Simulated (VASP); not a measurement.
# VASP 6.6.1 run: KI

INCAR

```
LWAVE = .FALSE.
LCHARG = .FALSE.
EDIFF = 1E-9
ENCUT = 520
ISMEAR = -1
NELM = 60
GGA = PE
SIGMA = 0.02
LASPH = .FALSE.
ISIF = 2
NSW = 0
IBRION = -1
PREC = Accurate
NBANDS = 15
LREAL = .FALSE.
```

KPOINTS

```
KPOINTS created by Atomic Simulation Environment
0
Gamma
6 6 6
0 0 0
```

POSCAR

```
K  I
 1.0000000000000000
    -0.0000000000000000    3.5442852435562142    3.5442852435562142
     3.5442852435562142   -0.0000000000000000    3.5442852435562142
     3.5442852435562142    3.5442852435562142    0.0000000000000000
 K   I
   1   1
Cartesian
 -0.0000000000000000  0.0000000000000000  0.0000000000000000
  3.5442852435562138  3.5442852435562138  3.5442852435562138
```

The recommended PBE PAW datasets give the neutral cell 16 valence electrons.

Command

```
mpirun -np 1 vasp_std
```

**Question.** Predict the outcome of this run.

**Answer.** It converged. Results: gap between bands v and c on the k mesh 3.94 eV; least direct gap on the k mesh 3.94 eV; pressure 0.5 GPa. Band v is the last that the valence electrons fill when counted band by band, and c is the next.

OSZICAR

```
N       E                     dE             d eps       ncg     rms          rms(c)
DAV:   1     0.898266423917E+02    0.89827E+02   -0.64503E+03   480   0.906E+02
DAV:   2    -0.319096372565E+00   -0.90146E+02   -0.83866E+02   622   0.212E+02
DAV:   3    -0.541218856523E+01   -0.50931E+01   -0.50704E+01   656   0.438E+01
DAV:   4    -0.563924700395E+01   -0.22706E+00   -0.22700E+00   801   0.831E+00
DAV:   5    -0.564179613516E+01   -0.25491E-02   -0.25491E-02   656   0.896E-01    0.300E+00
DAV:   6    -0.555763484814E+01    0.84161E-01   -0.95658E-02   627   0.179E+00    0.215E+00
DAV:   7    -0.555348249650E+01    0.41524E-02   -0.11339E-01   641   0.168E+00    0.783E-01
DAV:   8    -0.555875422789E+01   -0.52717E-02   -0.11913E-02   516   0.705E-01    0.130E-01
DAV:   9    -0.555925085023E+01   -0.49662E-03   -0.92457E-04   655   0.178E-01    0.790E-02
DAV:  10    -0.555936812877E+01   -0.11728E-03   -0.11530E-04   564   0.583E-02    0.215E-02
DAV:  11    -0.555941931470E+01   -0.51186E-04   -0.64187E-05   522   0.468E-02    0.180E-02
DAV:  12    -0.555941918417E+01    0.13053E-06   -0.25899E-06   655   0.124E-02    0.101E-02
DAV:  13    -0.555941935656E+01   -0.17239E-06   -0.61153E-07   564   0.408E-03    0.297E-03
DAV:  14    -0.555941956497E+01   -0.20841E-06   -0.25293E-07   627   0.247E-03    0.145E-03
DAV:  15    -0.555941949689E+01    0.68079E-07   -0.16211E-08   679   0.835E-04    0.862E-04
DAV:  16    -0.555941952056E+01   -0.23669E-07   -0.22041E-09   641   0.224E-04    0.170E-04
DAV:  17    -0.555941953016E+01   -0.95993E-08   -0.18258E-10   471   0.921E-05    0.344E-05
DAV:  18    -0.555941953080E+01   -0.63937E-09   -0.28943E-11   352   0.444E-05
   1 F= -.55594195E+01 E0= -.55594195E+01  d E =-.850519E-11
```

For comparison, a separate PBE run of the intended cell, on usual settings and not on those above, gives a gap of 3.94 eV on its mesh and a pressure of 0.5 GPa.
